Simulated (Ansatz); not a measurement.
## Al: one input, then a changed one

Structure from Materials Project entry mp-134 (possibly hypothetical), not relaxed further. The listed cell was then made from it by scaling, straining or moving an atom.

First run: DFT, r2SCAN, all-electron PAW with datasets made for the crystal, scalar-relativistic (Ansatz 0.2.0).

Command: `ansatz run input.yaml --threads 1 --pin off --max-ram 2048MiB --backend cpu --events-out ev --progress --plain --runs-dir out` The run took about 8.3 s on 1 thread of a shared machine.

```yaml
crystal:
  lattice:
    - [0.0, 2.059072252, 2.059072252]
    - [2.059072252, 0.0, 2.059072252]
    - [2.059072252, 2.059072252, 0.0]
  atoms:
    - { symbol: Al, position: [0.0, 0.0, 0.0] }
kpoints:
  mp_grid: { grid: [15, 15, 15] }
scf:
  occupations: { method: fermi_dirac, width: 0.03 }
hamiltonian:
  xc: r2scan
  pseudopotentials: { kind: all_electron, datasets: crystal }
output:
  forces: true
  stress: true
  eigenvalues: true
  efg: { contact_densities: true }
```

Result: converged; pressure -6.88 GPa; 5 SCF iterations.

The input is then changed:

```diff
@@ -10,4 +10,5 @@
 scf:
   occupations: { method: fermi_dirac, width: 0.03 }
+  mixing: { algorithm: broyden, beta: 0.05 }
 hamiltonian:
   xc: r2scan
```

Q: What does the second run give?

A: It converged; energy at zero smearing 0.0 meV/atom from the first run; pressure -6.88 GPa; 9 SCF iterations.

The results part of its log:

```
SCF 1 converged in 9 iterations: F = -6610.515915 eV  dr2 = 5.95e-9
  Residual-converged pass: ⟨swp⟩=2.1  Hψ=914  notcnv=0  max |occ|·‖R‖ = 3.7e-6 eV (tolerance 3.7e-6 eV)  dr2=5.96e-9  dr2_τ=5.84e-11  dr2_onsite=2.99e-8  max |Δocc| = 1.9e-10
  greatest PAW one-centre occupation: 0.363 electrons in one spin orbital (limit 2), on the Al atom at site 0 (counted from 0), in its partial waves of l = 0
SCF converged after 9 iterations
Stability not checked: this state was not tested for a lower state beside it, because the mixer in use, unlike msr1, does not test its closes by its own steps (another_mixer; see scf.mixing.algorithm and scf.lower_state_search)
Free energy (F): -6610.515915 eV
Harris-Foulkes:  -6610.515915 eV  (|F-HF|=1.10e-7)
Internal energy: -6610.514654 eV  (E = F + TS)
E sigma→0 (E₀):  -6610.515284 eV
Entropy (-TS):   -0.001261 eV (-1.261 meV/atom)
Past the cutoff: the bands carry plane waves up to 2.50 times it, of which those up to 1.5 times it add -0.000123 eV an atom, each by itself; the spheres take 0.000050 eV an atom off the energy for waves past 2.50 times it
Past the cutoffs: a stress includes 0.0002 GPa for waves and charges beyond them, in addition to the slope of what the spheres take
In the spheres:  the bands' charges fall short by 3.8e-7 e at most (sound up to 1e-3)
Fermi energy:    9.327178 eV
--- Per-component energies (eV) ---
  The terms above E_closure are by the made datasets' own strengths, without shells solved beside the bands.
--- Forces (eV/Å), atoms counted from 1 ---
  atom   1  Al     0.00000000     0.00000000     0.00000000
  max |Σ_I F_I| component: 1.09e-33 eV/Å
--- Stress (GPa, compression-positive) ---
       -6.881052       0.000000       0.000000
       -0.000000      -6.881052       0.000000
       -0.000000       0.000000      -6.881052
  P = ⅓ Tr σ = -6.8811 GPa (-68.811 kbar)
--- PAW observables at the nuclei: V_zz in 10²¹ V/m², potentials from the cell's mean, atoms counted from 1 ---
  atom   1  Al V_zz =    +0.000000   η = 0.0000   by run symmetry: forbidden
            electrostatic potential = -1228.785714 V   contact ρ = 10071.939104 e/Å³
--- Band table (eV; the first three rows and the last of 120) ---
  k-point 0: bands = ["-2.2875", "22.2404", "22.2404", "22.2404"]
  k-point 1: bands = ["-2.1634", "20.1919", "21.7862", "21.7862"]
  k-point 2: bands = ["-1.7919", "17.4102", "21.1487", "21.1487"]
  k-point 119: bands = ["7.9548", "8.0491", "9.4748", "10.9641"]
```
